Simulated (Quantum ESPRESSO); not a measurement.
A calculation with Quantum ESPRESSO 7.5 of Ag (ASE script, structure from a POSCAR):

run.py

```python
import numpy as np
from ase.calculators.espresso import Espresso, EspressoProfile
from ase.io import read

atoms = read('POSCAR')

input_data = {
    'control': {'calculation': 'scf', 'prefix': 'pwscf', 'outdir': './tmp', 'tprnfor': True, 'tstress': True, 'disk_io': 'nowf'},
    'system': {'ecutwfc': 60.0, 'nbnd': 16, 'occupations': 'smearing', 'smearing': 'fd', 'degauss': 0.00367493},
    'electrons': {'conv_thr': 2e-10, 'electron_maxstep': 120, 'mixing_beta': 0.5},
}
pseudopotentials = {'Ag': 'Ag_ONCV_PBE-1.0.oncvpsp.upf'}
profile = EspressoProfile(command='pw.x', pseudo_dir='pseudo')
dft = Espresso(profile=profile, input_data=input_data, pseudopotentials=pseudopotentials, kpts=(11, 11, 11), koffset=(0, 0, 0))
atoms.calc = dft

print(f'energy {atoms.get_potential_energy():.8f} eV')
print('forces (eV/A)')
print(np.round(atoms.get_forces(), 6))
print('stress (eV/A^3, Voigt)')
print(np.round(atoms.get_stress(), 8))
print(f'Fermi level {dft.get_fermi_level():.4f} eV')
```

Contents of POSCAR:

```
Ag
1.0
   -1.6556540000      1.6556540000      1.6556540000
    1.6556540000     -1.6556540000      1.6556540000
    1.6556540000      1.6556540000     -1.6556540000
Ag
1
Direct
    0.0000000000      0.0000000000      0.0000000000
```

Potentials or basis: SSSP 1.3 efficiency PBE.

Launch:

```bash
$ OMP_NUM_THREADS=1 python run.py
```

This isn't the form of Ag at room conditions, which is fcc.

Q: Write the same calculation in another form: native input, structure typed inline.

A: As run:

pw.in

```
&CONTROL
  calculation = 'scf'
  prefix = 'pwscf'
  outdir = './tmp'
  pseudo_dir = './pseudo'
  tprnfor = .true.
  tstress = .true.
  disk_io = 'nowf'
/
&SYSTEM
  ibrav = 0
  nat = 1
  ntyp = 1
  ecutwfc = 60
  nbnd = 16
  occupations = 'smearing'
  smearing = 'fd'
  degauss = 0.00367493
/
&ELECTRONS
  conv_thr = 2d-10
  electron_maxstep = 120
  mixing_beta = 0.5
/
ATOMIC_SPECIES
Ag   107.8682 Ag_ONCV_PBE-1.0.oncvpsp.upf
CELL_PARAMETERS angstrom
  -1.6556540000    1.6556540000    1.6556540000
   1.6556540000   -1.6556540000    1.6556540000
   1.6556540000    1.6556540000   -1.6556540000
ATOMIC_POSITIONS crystal
Ag     0.0000000000    0.0000000000    0.0000000000
K_POINTS automatic
11 11 11 0 0 0
```

Potentials or basis: SSSP 1.3 efficiency PBE.

Launch:

```console
$ OMP_NUM_THREADS=1 pw.x -in pw.in > pw.out
```

Both were run:

|  | ASE script, structure from a POSCAR | native input, structure typed inline |
| --- | --- | --- |
| Pressure | -1.0 GPa | -1.0 GPa |
| Band gap on the k mesh | none (metal or under the smearing width) | none (metal or under the smearing width) |

Keys that steer only the numerical path or the files written may differ.
